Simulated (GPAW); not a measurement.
Input of a GPAW 26.7.0 run:

run.py

```python
import numpy as np
import spglib
from ase import Atoms
from ase.dft.bandgap import bandgap
from ase.io import read, write
from gpaw import GPAW, PW
from gpaw.response.df import DielectricFunction

atoms = read('ZnSe.cif')
cell, positions, numbers = spglib.find_primitive(
    (atoms.cell[:], atoms.get_scaled_positions(), atoms.numbers), symprec=1e-4)
atoms = Atoms(numbers, cell=cell, scaled_positions=positions, pbc=True)

calc = GPAW(mode=PW(500),
            xc='PBE',
            kpts={'size': (7, 7, 7), 'gamma': True},
            occupations={'name': 'fermi-dirac', 'width': 0.001},
            nbands=18,
            convergence={'density': 1e-06},
            maxiter=150,
            txt='gpaw.txt')
atoms.calc = calc
energy = atoms.get_potential_energy()
calc.write('gs.gpw')
write('result.traj', atoms)
print(f'Energy: {energy:.6f} eV')
print('Fermi level:', round(calc.get_fermi_level(), 4), 'eV')
print(f'Gap: {bandgap(calc)[0]:.4f} eV, direct: {bandgap(calc, direct=True)[0]:.4f} eV')

for size in [(14, 14, 14), (20, 20, 20)]:
    name = 'x'.join(str(n) for n in size)
    dense = calc.fixed_density(kpts={'size': size, 'gamma': True},
                               nbands=31, convergence={'bands': 25},
                               update_fermi_level=True, txt=f'dense-{name}.txt')
    dense.write(f'{name}.gpw', mode='all')
    df = DielectricFunction(f'{name}.gpw', frequencies=np.array([0.0]), hilbert=False, eta=0.001,
                            ecut=80, nbands=25, intraband=False, txt=f'df-{name}.txt')
    for xc in ['RPA', 'LR0.1', 'ALDA']:
        for direction in ['x', 'y', 'z', [0, 1, 1], [1, 0, 1], [1, 1, 0]]:
            e0, e = df.get_macroscopic_dielectric_constant(xc=xc, direction=direction)
            print(f'{name} {xc} {direction}: {e0:.4f} without, {e:.4f} with local fields')
```

File ZnSe.cif:

```cif
data_ZnSe
_cell_length_a 5.66760000
_cell_length_b 5.66760000
_cell_length_c 5.66760000
_cell_angle_alpha 90.00000000
_cell_angle_beta 90.00000000
_cell_angle_gamma 90.00000000
_space_group_name_H-M_alt 'F-43m'
_space_group_name_Hall 'F -4 2 3'
_space_group_IT_number 216
loop_
_space_group_symop_operation_xyz
'x,y,z'
'y,-x,-z'
'-x,-y,z'
'-y,x,-z'
'x,-y,-z'
'y,x,z'
'-x,y,-z'
'-y,-x,z'
'z,x,y'
'-z,y,-x'
'z,-x,-y'
'-z,-y,x'
'-z,x,-y'
'z,y,x'
'-z,-x,y'
'z,-y,-x'
'y,z,x'
'-x,-z,y'
'-y,z,-x'
'x,-z,-y'
'-y,-z,x'
'x,z,y'
'y,-z,-x'
'-x,z,-y'
'x,y+1/2,z+1/2'
'y,-x+1/2,-z+1/2'
'-x,-y+1/2,z+1/2'
'-y,x+1/2,-z+1/2'
'x,-y+1/2,-z+1/2'
'y,x+1/2,z+1/2'
'-x,y+1/2,-z+1/2'
'-y,-x+1/2,z+1/2'
'z,x+1/2,y+1/2'
'-z,y+1/2,-x+1/2'
'z,-x+1/2,-y+1/2'
'-z,-y+1/2,x+1/2'
'-z,x+1/2,-y+1/2'
'z,y+1/2,x+1/2'
'-z,-x+1/2,y+1/2'
'z,-y+1/2,-x+1/2'
'y,z+1/2,x+1/2'
'-x,-z+1/2,y+1/2'
'-y,z+1/2,-x+1/2'
'x,-z+1/2,-y+1/2'
'-y,-z+1/2,x+1/2'
'x,z+1/2,y+1/2'
'y,-z+1/2,-x+1/2'
'-x,z+1/2,-y+1/2'
'x+1/2,y,z+1/2'
'y+1/2,-x,-z+1/2'
'-x+1/2,-y,z+1/2'
'-y+1/2,x,-z+1/2'
'x+1/2,-y,-z+1/2'
'y+1/2,x,z+1/2'
'-x+1/2,y,-z+1/2'
'-y+1/2,-x,z+1/2'
'z+1/2,x,y+1/2'
'-z+1/2,y,-x+1/2'
'z+1/2,-x,-y+1/2'
'-z+1/2,-y,x+1/2'
'-z+1/2,x,-y+1/2'
'z+1/2,y,x+1/2'
'-z+1/2,-x,y+1/2'
'z+1/2,-y,-x+1/2'
'y+1/2,z,x+1/2'
'-x+1/2,-z,y+1/2'
'-y+1/2,z,-x+1/2'
'x+1/2,-z,-y+1/2'
'-y+1/2,-z,x+1/2'
'x+1/2,z,y+1/2'
'y+1/2,-z,-x+1/2'
'-x+1/2,z,-y+1/2'
'x+1/2,y+1/2,z'
'y+1/2,-x+1/2,-z'
'-x+1/2,-y+1/2,z'
'-y+1/2,x+1/2,-z'
'x+1/2,-y+1/2,-z'
'y+1/2,x+1/2,z'
'-x+1/2,y+1/2,-z'
'-y+1/2,-x+1/2,z'
'z+1/2,x+1/2,y'
'-z+1/2,y+1/2,-x'
'z+1/2,-x+1/2,-y'
'-z+1/2,-y+1/2,x'
'-z+1/2,x+1/2,-y'
'z+1/2,y+1/2,x'
'-z+1/2,-x+1/2,y'
'z+1/2,-y+1/2,-x'
'y+1/2,z+1/2,x'
'-x+1/2,-z+1/2,y'
'-y+1/2,z+1/2,-x'
'x+1/2,-z+1/2,-y'
'-y+1/2,-z+1/2,x'
'x+1/2,z+1/2,y'
'y+1/2,-z+1/2,-x'
'-x+1/2,z+1/2,-y'
loop_
_atom_site_label
_atom_site_type_symbol
_atom_site_symmetry_multiplicity
_atom_site_Wyckoff_symbol
_atom_site_fract_x
_atom_site_fract_y
_atom_site_fract_z
_atom_site_occupancy
Se1 Se 4 c 0.2500000000 0.2500000000 0.2500000000 1
Zn1 Zn 4 a 0.0000000000 0.0000000000 0.0000000000 1
```

Potentials or basis: GPAW PAW data sets (gpaw-data 1.2.1), pw.

Command:

```console
$ OMP_NUM_THREADS=1 python run.py
```

Task: What does it give for the electronic dielectric tensor (diagonal)?

Result: 6.75.

Task: Estimate the band gap on the k mesh.

Result: 1.30 eV, direct.

Electronic dielectric tensor:
```
6.75 0.00 0.00
0.00 6.75 0.00
0.00 0.00 6.75
```

Caveat: the long-wavelength limit can be off by several per cent where d states take part.

**Experimental background.**

A printed reference work, textbook reports, for a bulk crystal of ZnSe: high-frequency dielectric constant 5.9.

The gap isn't set beside the measured one, since this odd mesh misses points on the zone boundary. Against the measured high-frequency dielectric constant of ZnSe, 5.9 (a printed reference work, textbook), the calculated 6.75 is off by +14.4 %.
